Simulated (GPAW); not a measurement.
CdSe:

```xyz
2
Lattice="0.0000 3.0703 3.0703 3.0703 0.0000 3.0703 3.0703 3.0703 0.0000" Properties=species:S:1:pos:R:3 pbc="T T T"
Cd    0.0000    0.0000    0.0000
Se    1.5351    1.5351    1.5351
```

Measurements of this composition are mostly on another form, of space group No. 186.

Program: GPAW 26.7.0. Alike in all runs: no spin polarisation; cell as given; smearing fermi-dirac 0.05 eV.

Problem. Order these runs on this cell by their pressure, lowest first.
A. level LDA; potentials or basis the program's PAW data sets (release 1.2.1) made for this functional, pw; k mesh 6 × 6 × 6; cutoff (eV) 450; maxiter 120; convergence default
B. level RPBE; potentials or basis the program's PAW data sets (release 1.2.1) made for this functional, pw; k mesh 6 × 6 × 6; cutoff (eV) 500; maxiter 80
C. level r2SCAN; potentials or basis GPAW PAW data sets (gpaw-data 1.2.1), pw; k mesh 8 × 8 × 8; cutoff (eV) 600; maxiter 150; band path GXWKGLUWLK,UX; band points 60

Solution. A (-4.2 GPa), C (-0.3 GPa), B (2.7 GPa).

Caveats: the cutoff is short for stress and forces, so pressures can be off by a GPa or more (some runs); the PAW data sets were made with another functional, which shifts forces and pressure a little (some runs).

Not every run made on this cell is shown here.
